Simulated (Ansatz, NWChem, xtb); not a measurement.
# Computed against measured: dipole moment

6 molecules; the dipole moment in D, computed less measured. Shapes, held fixed at every level: PBE0-D4/def2-TZVP. No vibrational averaging. Dipoles are compared by magnitude; molecules under 1 D, whose direction can flip, are left out. Programs: Ansatz 0.2.0, NWChem 7.3.0, xtb 6.7.1. A level may come from different programs for different species; with the same settings they agree closely. Measured values: NIST CCCBDB.

Levels: A = GFN2-xTB; B = PBE-D4/def2-TZVPP; C = PBE0/def2-SVP; D = wB97M-V/def2-TZVPP.

```tsv
molecule	measured	A	B	C	D
HF (SMILES F)	1.82	+0.70	-0.02	+0.04	+0.02
CH3Cl (chloromethane)	1.87	+0.17	-0.05	+0.01	+0.01
CH3F (fluoromethane)	1.85	+0.46	-0.18	-0.04	-0.07
C2F3N (cyanotrifluoromethane)	1.33	-1.16	+0.15	-0.05	+0.07
C2H6S (dimethyl sulfide)	1.50	+0.93	+0.01	+0.07	+0.01
C3H6O (acetone)	2.88	+0.56	-0.02	-0.01	+0.11
```

(1) Which level does best on this set, which worst, and which err to one side?

Results:

(1) 
```json
{"level": "GFN2-xTB", "kind": "semi-empirical", "mean error": "+0.277", "mean absolute error": "0.663", "worst case": "C2F3N"}
{"level": "PBE-D4/def2-TZVPP", "kind": "GGA", "mean error": "-0.018", "mean absolute error": "0.072", "worst case": "CH3F"}
{"level": "PBE0/def2-SVP", "kind": "global hybrid", "mean error": "+0.003", "mean absolute error": "0.037", "worst case": "C2H6S"}
{"level": "wB97M-V/def2-TZVPP", "kind": "range-separated hybrid", "mean error": "+0.025", "mean absolute error": "0.048", "worst case": "C3H6O"}
```

On this set PBE0/def2-SVP has the smallest mean absolute error and GFN2-xTB the largest. GFN2-xTB is too high in 5 of 6; PBE-D4/def2-TZVPP is too low in 4 of 6; wB97M-V/def2-TZVPP is too high in 5 of 6. The tabulated value of C2F3N is in doubt (older tables, estimates, or at odds with other calculations) and kept here. Over the 5 molecules whose values aren't doubted the mean absolute errors are A 0.564; B 0.056; C 0.034; D 0.044. The smallest two are near a tie. The set is small.

The density functionals reproduce these dipoles far better than GFN2-xTB, which exaggerates the polarity of every molecule except cyanotrifluoromethane. Its small valence basis and parametrised electrostatics probably leave the density too little freedom to counter charge transfer towards the electronegative atom. The excess isn't simply a matter of fluorine, since dimethyl sulfide is off by +0.93 D but chloromethane by only +0.17 D.

Cyanotrifluoromethane may be less of an exception than its sign suggests. Its CF3 and cyano groups both withdraw electrons, so their moments oppose each other and the net dipole is a small difference between larger terms. Overstated C–F polarity would then shrink the total, while the understated polarity PBE shows in fluoromethane would enlarge it, though the reference value is too uncertain to confirm this.

The good showing of PBE0 in a small basis without diffuse functions probably owes something to cancelling errors, and doesn't establish that such a basis suffices for dipoles in general.
